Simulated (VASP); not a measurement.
VASP 6.6.1, r²SCAN single-point calculation, TePb (strained rocksalt)

INCAR

```
ENCUT = 520
PREC = Accurate
ISMEAR = 0
ALGO = Normal
EDIFF = 1E-7
LWAVE = .FALSE.
ISIF = 2
NSW = 0
SIGMA = 0.01
LCHARG = .FALSE.
NBANDS = 17
IBRION = -1
METAGGA = R2SCAN
NELM = 120
LASPH = .TRUE.
LREAL = .FALSE.
```

KPOINTS

```
KPOINTS created by Atomic Simulation Environment
0
Gamma
6 6 6
0 0 0
```

KPOINTS_OPT

```
special points
6
Reciprocal
0.0000000000 0.0000000000 0.0000000000 1
0.5000000000 0.0000000000 0.5000000000 1
0.6250000000 0.2500000000 0.6250000000 1
0.3750000000 0.3750000000 0.7500000000 1
0.5000000000 0.5000000000 0.5000000000 1
0.5000000000 0.2500000000 0.7500000000 1
```

POSCAR

```
Pb Te
 1.0000000000000000
     0.0000000000000000    3.2841760308999999    3.2841760308999999
     3.2841760308999999    0.0000000000000000    3.2841760308999999
     3.2841760308999999    3.2841760308999999    0.0000000000000000
 Pb  Te
   1   1
Cartesian
  0.0000000000000000  0.0000000000000000  0.0000000000000000
  3.2841760308999994  3.2841760308999994  3.2841760308999994
```

VASP ran with the recommended PBE PAW datasets (20 valence electrons in the cell).

OSZICAR

```
N       E                     dE             d eps       ncg     rms          rms(c)
DAV:   1     0.782181048599E+02    0.78218E+02   -0.90761E+03   544   0.113E+03
DAV:   2    -0.762153495874E+02   -0.15443E+03   -0.14987E+03   563   0.295E+02
DAV:   3    -0.868174697222E+02   -0.10602E+02   -0.10367E+02   710   0.852E+01
DAV:   4    -0.870912545108E+02   -0.27378E+00   -0.27365E+00   677   0.158E+01
DAV:   5    -0.871049776534E+02   -0.13723E-01   -0.13723E-01   805   0.332E+00    0.306E+00
DAV:   6    -0.827133600030E+02    0.43916E+01   -0.15720E+00   689   0.203E+01    0.256E+00
DAV:   7    -0.826917889172E+02    0.21571E-01   -0.97110E-02   639   0.277E+00    0.145E+00
DAV:   8    -0.827015305929E+02   -0.97417E-02   -0.30788E-02   641   0.171E+00    0.681E-01
DAV:   9    -0.827047093517E+02   -0.31788E-02   -0.65879E-03   635   0.848E-01    0.283E-01
DAV:  10    -0.827045039329E+02    0.20542E-03   -0.69078E-04   690   0.325E-01    0.979E-02
DAV:  11    -0.827045156714E+02   -0.11739E-04   -0.17594E-05   715   0.312E-02    0.939E-02
DAV:  12    -0.827045192430E+02   -0.35716E-05   -0.96746E-05   802   0.120E-01    0.137E-02
DAV:  13    -0.827045181781E+02    0.10649E-05   -0.28277E-06   708   0.230E-02    0.658E-03
DAV:  14    -0.827045181822E+02   -0.41309E-08   -0.71676E-07   662   0.118E-02
   1 F= -.82704518E+02 E0= -.82704518E+02  d E =-.444124E-17
       N       E                     dE             ncg
DAV:   1     0.551273983267E+03   -0.25485E+04      204
DAV:   2    -0.349111065229E+03   -0.90039E+03      205
DAV:   3    -0.415719989700E+03   -0.66609E+02      284
DAV:   4    -0.417470881966E+03   -0.17509E+01      248
DAV:   5    -0.417554011490E+03   -0.83130E-01      284
DAV:   6    -0.417556450876E+03   -0.24394E-02      285
DAV:   7    -0.417556475886E+03   -0.25010E-04      286
DAV:   8    -0.417556476333E+03   -0.44682E-06      289
DAV:   9    -0.417556476336E+03   -0.36605E-08      206
```

From OUTCAR

```
k-points           NKPTS =     16   k-points in BZ     NKDIM =     16   number of bands    NBANDS=     17

   NELECT =      20.0000    total number of electrons

   dimension x,y,z NGX =    36 NGY =   36 NGZ =   36
   dimension x,y,z NGXF=    72 NGYF=   72 NGZF=   72

  energy-cutoff  :      520.00
  volume of cell :       70.85
      direct lattice vectors                 reciprocal lattice vectors
     0.000000000  3.284176031  3.284176031    -0.152245189  0.152245189  0.152245189
     3.284176031  0.000000000  3.284176031     0.152245189 -0.152245189  0.152245189
     3.284176031  3.284176031  0.000000000     0.152245189  0.152245189 -0.152245189

 k-points in reciprocal lattice and weights: KPOINTS created by Atomic Simulation Env
   0.00000000  0.00000000  0.00000000       0.005
   0.16666667  0.00000000  0.00000000       0.037
   0.33333333  0.00000000  0.00000000       0.037
   0.50000000  0.00000000  0.00000000       0.019
   0.16666667  0.16666667  0.00000000       0.028
   0.33333333  0.16666667  0.00000000       0.111
   0.50000000  0.16666667  0.00000000       0.111
  -0.33333333  0.16666667  0.00000000       0.111
   ...

 E-fermi :   4.9300

 k-point     1 :       0.0000    0.0000    0.0000
  band No.  band energies     occupation
      1     -12.4168      2.00000
      2     -12.4168      2.00000
      3     -12.4089      2.00000
      4     -12.4089      2.00000
      5     -12.4089      2.00000
      6      -7.2181      2.00000
      7      -0.8807      2.00000
      8       3.5850      2.00000
      9       3.5850      2.00000
     10       3.5850      2.00000
     11       9.1770      0.00000
     12       9.1770      0.00000
     13       9.1770      0.00000
     14      11.1804      0.00000
     15      11.1804      0.00000
     16      11.1804      0.00000
     17      12.8625      0.00000

 k-point     2 :       0.1667    0.0000    0.0000
  band No.  band energies     occupation
      1     -12.4196      2.00000
      2     -12.4196      2.00000
      3     -12.4083      2.00000
      4     -12.4057      2.00000
      5     -12.4057      2.00000
      6      -6.9865      2.00000
      7      -1.5776      2.00000
      8       3.6579      2.00000
      9       3.6579      2.00000
     10       3.9647      2.00000
     11       8.0586      0.00000
     12       8.2607      0.00000
     13       8.2607      0.00000
     14      11.0398      0.00000
     15      11.6847      0.00000
     16      11.6847      0.00000
     17      14.3317      0.00000

 k-point     3 :       0.3333    0.0000    0.0000
  band No.  band energies     occupation
      1     -12.4263      2.00000
      2     -12.4263      2.00000
      3     -12.4071      2.00000
      4     -12.3984      2.00000
      5     -12.3984      2.00000
      6      -6.3591      2.00000
      7      -2.9268      2.00000
      8       3.8670      2.00000
      9       3.8670      2.00000
     10       4.5432      2.00000
     11       6.6570      0.00000
     12       6.9882      0.00000
     13       6.9882      0.00000
     14      11.9575      0.00000
     15      13.0474      0.00000
     16      13.0474      0.00000
     17      16.2128      0.00000

 k-point     4 :       0.5000    0.0000    0.0000
  band No.  band energies     occupation
      1     -12.4297      2.00000
      2     -12.4297      2.00000
      3     -12.4066      2.00000
      4     -12.3947      2.00000
      5     -12.3947      2.00000
      6      -5.8349      2.00000
      7      -3.7514      2.00000
      8       4.0277      2.00000
      9       4.0277      2.00000
     10       4.8745      2.00000
     11       5.9969      0.00000
     12       6.4238      0.00000
     13       6.4238      0.00000
     14      13.7651      0.00000
     15      14.4531      0.00000
     16      14.6012      0.00000
     17      14.6012      0.00000

 k-point     5 :       0.1667    0.1667    0.0000
  band No.  band energies     occupation
      1     -12.4266      2.00000
      2     -12.4144      2.00000
      3     -12.4108      2.00000
      4     -12.4038      2.00000
      5     -12.4038      2.00000
      6      -6.9110      2.00000
      7      -1.6207      2.00000
      8       3.1817      2.00000
      9       3.1817      2.00000
     10       4.5409      2.00000
     11       6.9058      0.00000
     12       9.3052      0.00000
     13       9.3052      0.00000
     14      10.0403      0.00000
     15      12.4908      0.00000
     16      12.4908      0.00000
     17      13.3249      0.00000

 k-point     6 :       0.3333    0.1667    0.0000
  band No.  band energies     occupation
      1     -12.4361      2.00000
      2     -12.4172      2.00000
      3     -12.4101      2.00000
      4     -12.3993      2.00000
      5     -12.3970      2.00000
      6      -6.4204      2.00000
      7      -2.5037      2.00000
      8       3.0357      2.00000
      9       3.1165      2.00000
     10       3.7835      2.00000
     11       7.3150      0.00000
     12       8.5646      0.00000
     13       8.6770      0.00000
     14      10.2326      0.00000
     15      13.5630      0.00000
     16      13.8327      0.00000
     17      14.9648      0.00000

 k-point     7 :       0.5000    0.1667    0.0000
  band No.  band energies     occupation
      1     -12.4389      2.00000
      2     -12.4238      2.00000
      3     -12.4058      2.00000
      4     -12.3973      2.00000
      5     -12.3934      2.00000
      6      -5.7958      2.00000
      7      -3.4845      2.00000
      8       2.6963      2.00000
      9       3.3200      2.00000
     10       3.7055      2.00000
     11       7.3493      0.00000
     12       7.5552      0.00000
     13       8.3146      0.00000
     14      11.6561      0.00000
     15      14.2968      0.00000
     16      14.7988      0.00000
     17      15.2982      0.00000

 k-point     8 :      -0.3333    0.1667    0.0000
  band No.  band energies     occupation
      1     -12.4324      2.00000
      2     -12.4272      2.00000
      3     -12.4045      2.00000
      4     -12.3974      2.00000
      5     -12.3970      2.00000
      6      -5.9685      2.00000
      7      -3.2906      2.00000
      8       2.3529      2.00000
      9       3.9030      2.00000
     10       4.3989      2.00000
     11       6.6285      0.00000
     12       6.7618      0.00000
     13       9.0512      0.00000
     14      12.1497      0.00000
     15      12.9839      0.00000
     16      14.1072      0.00000
     17      15.6239      0.00000

 k-point     9 :      -0.1667    0.1667    0.0000
  band No.  band energies     occupation
      1     -12.4250      2.00000
      2     -12.4227      2.00000
      3     -12.4073      2.00000
      4     -12.4033      2.00000
      5     -12.4000      2.00000
      6      -6.6209      2.00000
      7      -2.3002      2.00000
      8       2.7307      2.00000
      9       4.1183      2.00000
     10       4.6684      2.00000
     11       6.7141      0.00000
     12       6.9527      0.00000
     13       9.3032      0.00000
     14      11.2297      0.00000
     15      11.8348      0.00000
     16      13.5702      0.00000
     17      13.7703      0.00000

 k-point    10 :       0.3333    0.3333    0.0000
  band No.  band energies     occupation
      1     -12.4534      2.00000
      2     -12.4147      2.00000
      3     -12.4098      2.00000
      4     -12.3933      2.00000
      5     -12.3933      2.00000
      6      -6.1307      2.00000
      7      -2.4127      2.00000
      8       2.1481      2.00000
      9       2.5018      2.00000
     10       2.5018      2.00000
     11       9.0255      0.00000
     12       9.3195      0.00000
     13      10.0001      0.00000
     14      10.0001      0.00000
     15      14.3530      0.00000
     16      14.4318      0.00000
     17      15.2569      0.00000

 k-point    11 :       0.5000    0.3333    0.0000
  band No.  band energies     occupation
      1     -12.4593      2.00000
      2     -12.4127      2.00000
      3     -12.4125      2.00000
      4     -12.3916      2.00000
      5     -12.3900      2.00000
      6      -5.6851      2.00000
      7      -2.8914      2.00000
      8       1.1861      2.00000
      9       2.5053      2.00000
     10       2.6342      2.00000
     11       9.0237      0.00000
     12       9.4527      0.00000
     13       9.9164      0.00000
     14      10.6720      0.00000
     15      14.8974      0.00000
     16      15.4950      0.00000
     17      16.1432      0.00000

 ...

  Total       -0.2753235     -0.2753235     -0.2753235      0.0000000      0.0000000     -0.0000000
  in kB       -6.2265084     -6.2265084     -6.2265084      0.0000000      0.0000000     -0.0000000
  external PRESSURE =      -6.2265084 kB  Pullay stress =       0.0000000 kB

 POSITION                                       TOTAL-FORCE (eV/Angst)
 -----------------------------------------------------------------------------------
      0.00000      0.00000      0.00000        -0.000000      0.000000      0.000000
      3.28418      3.28418      3.28418         0.000000      0.000000     -0.000000
 -----------------------------------------------------------------------------------
    total drift:                               -0.000000      0.000000      0.000000

  FREE ENERGIE OF THE ION-ELECTRON SYSTEM (eV)
  ---------------------------------------------------
  free  energy   TOTEN  =       -82.7045181822 eV

  energy  without entropy=      -82.7045181822  energy(sigma->0) =      -82.70451818
```

```json
{
  "gap between bands v and c": "1.12 eV",
  "least direct gap": "1.12 eV",
  "pressure": "-0.6 GPa"
}
```

Band v is the last that the valence electrons fill when counted band by band, and c is the next.
